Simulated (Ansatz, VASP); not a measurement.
**SiC4 in VASP and in Ansatz**

The input INCAR:

```
SYSTEM = SiC4
PREC = Accurate
ENCUT = 600
EDIFF = 1E-6
ISMEAR = 0
SIGMA = 0.1
LREAL = .FALSE.
LASPH = .TRUE.
NELM = 80
ALGO = Normal
ISIF = 3
LWAVE = .FALSE.
LCHARG = .FALSE.
GGA = PE
IBRION = 2
NSW = 90
EDIFFG = -0.04
```

Contents of KPOINTS:

```
Automatic mesh
0
G
  6 6 6
  0 0 0
```

Contents of POSCAR:

```
SiC4
1.0
   -2.5585449500      2.5585449500      2.5585449500
    2.5585449500     -2.5585449500      2.5585449500
    2.5585449500      2.5585449500     -2.5585449500
Si C
1 4
Direct
    0.0000000000      0.0000000000      0.0000000000
    0.0000000000      0.0000000000      0.5000000000
    0.5000000000      0.0000000000      0.0000000000
    0.0000000000      0.5000000000      0.0000000000
    0.5000000000      0.5000000000      0.5000000000
```

Input for Ansatz:

```yaml
crystal:
  lattice:
    - [-2.55854495, 2.55854495, 2.55854495]
    - [2.55854495, -2.55854495, 2.55854495]
    - [2.55854495, 2.55854495, -2.55854495]
  atoms:
    - { symbol: Si, position: [0.0, 0.0, 0.0] }
    - { symbol: C, position: [0.0, 0.0, 0.5] }
    - { symbol: C, position: [0.5, 0.0, 0.0] }
    - { symbol: C, position: [0.0, 0.5, 0.0] }
    - { symbol: C, position: [0.5, 0.5, 0.5] }
basis:
  ecutwfc: 420
kpoints:
  mp_grid: { grid: [6, 6, 6] }
hamiltonian:
  xc: pbe
scf:
  occupations: { method: gaussian, width: 0.1 }
  lower_state_search: "off"
output:
  forces: true
  stress: true
  eigenvalues: true
relax:
  adjacent_minimum: "off"
  f_tol: 0.04
  max_steps: 70
  cell: { stress_tol: 0.4 }
```

Change from the starting cell: species swapped into the Hg4Pt type (Im-3m, No. 229).

Alike in both runs: task relaxation of cell and atoms; functional PBE; k mesh 6 × 6 × 6; occupations gaussian, width 0.1 eV; no spin polarisation.

|  | VASP | Ansatz |
| --- | --- | --- |
| version | VASP 6.6.1 | Ansatz 0.2.0 |
| potentials or method | VASP PAW PBE potentials, release 64 (Si, C) | scalar-relativistic, plane waves, PAW |
| plane-wave cutoff (eV) | 600 | 420 |
| valence electrons in the cell | 20 | 20 |

Ansatz gave:

- gap on the k mesh at the Fermi level, each at its own relaxed structure (eV): none
- relaxed volume (Å³/atom): 8.44
- relaxed cell length with the largest relative difference (Å): 3.799
- energy change over the relaxation (meV/atom): -743

**Question.** What did VASP give for the same quantities?

**Answer.** gap on the k mesh at the Fermi level, each at its own relaxed structure (eV): none; relaxed volume (Å³/atom): 8.39; relaxed cell length with the largest relative difference (Å): 3.791; energy change over the relaxation (meV/atom): -747.

A gap of «none» marks a metal or a gap that the smearing closes.

Caveats: the volume moved by over 15 % at a fixed basis, so the end points are rough (VASP).
